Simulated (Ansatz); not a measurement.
Crystal: BN.

```
CELL_PARAMETERS angstrom
2.49824 0.00000 0.00000
-1.24912 2.16354 0.00000
0.00000 0.00000 6.63570
ATOMIC_POSITIONS crystal
N 0.66667 0.33333 0.25000
N 0.33333 0.66667 0.75000
B 0.66667 0.33333 0.75000
B 0.33333 0.66667 0.25000
```

Below is the output of Ansatz 0.2.0 for this cell. Logs are shortened: lines on timing, memory, paths and dates and some standing lists are left out, and cuts for length are marked.

```text
Warning: RAYON_NUM_THREADS=2 ignored (pool sized by the plan → 2); use --threads N
scf.n_extra_bands = 10 over 8 filled bands (N_el = 16.0): the run solves 18 bands
Engine: ansatz 0.2.0, x86_64-unknown-linux-gnu
Pseudopotentials: kind: paw
Pseudopotential: N, paw, valence charge 5, recommended cutoff 420 eV (normal), N.paw.azcp
Pseudopotential: B, paw, valence charge 3, recommended cutoff 420 eV (normal), B.paw.azcp
Functional definition: BLYP
  parameter beta = 0.0042
  parameter a = 0.04918
  parameter b = 0.132
  parameter c = 0.2533
  parameter d = 0.349
  exchange = b88_x(beta = beta)
  correlation = lyp_c(a = a, b = b, c = c, d = d)
Crystal: 4 atoms, lattice volume = 35.866 Å³
Basis set: ecut = 420 eV, 689 PW (Γ), exchange–correlation on 36×36×90 points (8 copies of the dense FFT grid, shifted against one another)
Bands: 18, of which v1, the nominal top of the filled ones, is band 8 counted from 1 (7 counted from 0)
Symmetry: 24 space group operations
Space group: P63/mmc (ITA 194), of the structure as read, at distance tolerance 3.3e-5 Å
k-points: 57 of 576
Non-local potential: N, projectors of the file, l = 0: 2, l = 1: 2, l = 2: 1
Non-local potential: B, projectors of the file, l = 0: 2, l = 1: 2, l = 2: 1
PAW form: soft (Blöchl's): semilocal exchange-correlation on the pseudo side does not see the compensation charge
PAW frozen core: N, regenerated for the run's functional, and the local potential with it (the file was generated under x = pbe(κ = 0.804, μ = 0.2195149727645171), c = pbe(β = 0.06672455060314922))
PAW frozen core: B, regenerated for the run's functional, and the local potential with it (the file was generated under x = pbe(κ = 0.804, μ = 0.2195149727645171), c = pbe(β = 0.06672455060314922))
PAW one-centre angular grid: N, 110 points (default); XC on 64 Gauss nodes
PAW one-centre angular grid: B, 110 points (default); XC on 64 Gauss nodes
Initial density: superposition of atomic densities (neutral atoms: chi_scale 0, normalization atom), corrected by the library's trained network
Initial wavefunctions: pseudopotential atomic-orbital guess
Functional: x = b88, c = lyp
SCF iter   1: F=—  HF=-1088.827140 eV  |F-HF|=—  |Δ(HF+E_count)|=         —  Δρ=1.56e-2  dr2=6.06e-2  ethr=1.77e-3  ⟨swp⟩=5.4  Hψ=4796  notcnv=0  defer=115
preconditioner: auto → none  [insulator: Δε(μ)=4.521 eV  Ē_g=20.193 eV  σ=0.050 eV  W_gap=1.00  n_scr=4 (ndim 8)  ℏωp=24.8 eV  f_vac=0.022  D(μ)=0.00/eV (n_scr^D=0)  ε∞_Penn≈2.5]
SCF iter   2: F=—  HF=-1088.810384 eV  |F-HF|=—  |Δ(HF+E_count)|=   1.68e-2  Δρ=5.03e-3  dr2=6.93e-3  ethr=3.79e-4  ⟨swp⟩=2.8  Hψ=2259  notcnv=0  defer=181
SCF iter   3: F=—  HF=-1088.808452 eV  |F-HF|=—  |Δ(HF+E_count)|=   1.93e-3  Δρ=1.77e-3  dr2=4.61e-4  ethr=4.33e-5  ⟨swp⟩=2.5  Hψ=1450  notcnv=0  defer=181
SCF iter   4: F=—  HF=-1088.808396 eV  |F-HF|=—  |Δ(HF+E_count)|=   5.58e-5  Δρ=2.00e-4  dr2=5.05e-6  ethr=2.88e-6  ⟨swp⟩=2.1  Hψ=1281  notcnv=0  defer=181
SCF iter   5: F=—  HF=-1088.808400 eV  |F-HF|=—  |Δ(HF+E_count)|=   3.70e-6  Δρ=1.68e-5  dr2=3.47e-8  ethr=3.15e-8  ⟨swp⟩=2.5  Hψ=1270  notcnv=0  defer=181
SCF iter   6: F=-1088.808400 eV  HF=-1088.808400 eV  |F-HF|=2.51e-9  |Δ(HF+E_count)|=   3.55e-8  Δρ=3.54e-6  dr2=1.72e-9  ethr=2.17e-10  ⟨swp⟩=6.5  Hψ=4954  notcnv=0
SCF 1 converged in 6 iterations: F = -1088.808400 eV  dr2 = 1.72e-9
  greatest PAW one-centre occupation: 0.797 electrons in one spin orbital (limit 2), on the N atom at site 1 (counted from 0), in its partial waves of l = 0
NSCF: frozen V_eff on 129 k-points
SCF converged after 6 iterations
Free energy (F): -1088.808400 eV
Harris-Foulkes:  -1088.808400 eV  (|F-HF|=2.51e-9)
Internal energy: -1088.808400 eV  (E = F + TS)
E sigma→0 (E₀):  -1088.808400 eV
Fermi energy:    7.370851 eV
--- Per-component energies (eV) ---
  E_band       = -31.427359
  E_kinetic    = 369.344428
  E_local      = -700.041910  (includes V_loc(G=0)·N_el)
  E_nonlocal   = 118.552926
  E_hartree    = 226.435194
  E_xc         = -181.580094
  E_vxc        = -224.765479  (∫ρ·V_xc dr)
  E_paw        = -421.594148  (= ΣΔE_a)
  E_vpaw       = -47.387862  (= ΣTr[D̂ρ^β])
  E_aug_tail   = 0.000197  (compensation charges beyond the density's cutoff)
  E_ewald      = -499.931209
  E_core_change = 0.006216  (= ΣΔE_core)
  E_smearing   = -0.000000  (= −TS)
  E_closure    = 0.000000  (closes the sum)
  Σ components = -1088.808400   (vs F -1088.808400, Δ=0.00e0)
--- Forces (eV/Å), atoms counted from 1 ---
  atom   1  N      0.00000000     0.00000000     0.00000000
  atom   2  N     -0.00000000    -0.00000000    -0.00000000
  atom   3  B      0.00000000     0.00000000     0.00000000
  atom   4  B      0.00000000    -0.00000000    -0.00000000
  max |Σ_I F_I| component: 2.96e-16 eV/Å
--- Stress (GPa, compression-positive) ---
        8.456683      -0.000000       0.000000
        0.000000       8.456683       0.000000
        0.000000       0.000000       4.838511
  P = ⅓ Tr σ = 7.2506 GPa (72.506 kbar)
--- Band table (eV; the first three rows and the last of 57) ---
  k-point 0: bands = ["-12.5991", "-12.3038", "-1.0504", "1.0662", "3.7448", "3.7448", "3.7814", "3.7814", "10.4789", "15.5165", "16.8447", "16.8447", "16.9662", "16.9662", "17.5618", "18.1943", "20.1959", "21.7961"]
  k-point 1: bands = ["-12.5581", "-12.3495", "-0.7916", "0.6845", "3.7503", "3.7503", "3.7755", "3.7755", "11.1775", "14.6378", "16.8625", "16.8625", "16.9485", "16.9485", "17.7776", "18.1551", "20.3158", "21.3231"]
  k-point 2: bands = ["-12.4562", "-12.4562", "-0.1124", "-0.1124", "3.7625", "3.7625", "3.7625", "3.7625", "12.8433", "12.8433", "16.9048", "16.9048", "16.9048", "16.9048", "18.0228", "18.0228", "20.6872", "20.6872"]
  k-point 56: bands = ["-8.8154", "-8.8154", "-2.7204", "-2.7204", "-1.9792", "-1.9792", "5.1465", "5.1465", "9.8528", "9.8528", "17.3424", "17.3424", "19.1092", "19.1092", "22.9433", "22.9433", "23.1198", "23.1198"]
```

Question: Write the input and the command behind it.

Answer: Band structure with BLYP, no spin polarisation. The files as run (others can give the same):

input.yaml
```yaml
crystal:
  lattice:
    - [2.49824, 0.0, 0.0]
    - [-1.24912, 2.1635393048, 0.0]
    - [0.0, 0.0, 6.6357]
  atoms:
    - { symbol: "N", position: [0.6666666667, 0.3333333333, 0.25] }
    - { symbol: "N", position: [0.3333333333, 0.6666666667, 0.75] }
    - { symbol: B, position: [0.6666666667, 0.3333333333, 0.75] }
    - { symbol: B, position: [0.3333333333, 0.6666666667, 0.25] }
hamiltonian:
  xc: blyp
  pseudopotentials: { kind: paw }
kpoints:
  mp_grid: { grid: [12, 12, 4] }
  band_path:
    path:
      - [[0.0, 0.0, 0.0], [0.5, 0.0, 0.0], [0.3333333333, 0.3333333333, 0.0], [0.0, 0.0, 0.0], [0.0, 0.0, 0.5], [0.5, 0.0, 0.5], [0.3333333333, 0.3333333333, 0.5], [0.0, 0.0, 0.5]]
      - [[0.5, 0.0, 0.5], [0.5, 0.0, 0.0]]
      - [[0.3333333333, 0.3333333333, 0.0], [0.3333333333, 0.3333333333, 0.5]]
    npoints: 14
scf:
  occupations: { method: fermi_dirac, width: 0.05 }
  n_extra_bands: 10
output:
  forces: true
  stress: true
  eigenvalues: true
  fatbands: false
```

Potentials or basis: Ansatz PAW.
The run is started by
```sh
$ ansatz run input.yaml --threads 2 --pin off --max-ram 5632MiB --backend cpu --events-out ev --progress --plain --runs-dir out
```

Caveat: the pressure holds a Pulay correction of +0.7 GPa for the finite cutoff; this functional lacks dispersion, which binds the layers, so the pressure and a relaxed spacing across them are unreliable; the PAW data sets come from PBE, with cores solved anew for the run's functional, which leaves a small shift of forces and pressure.
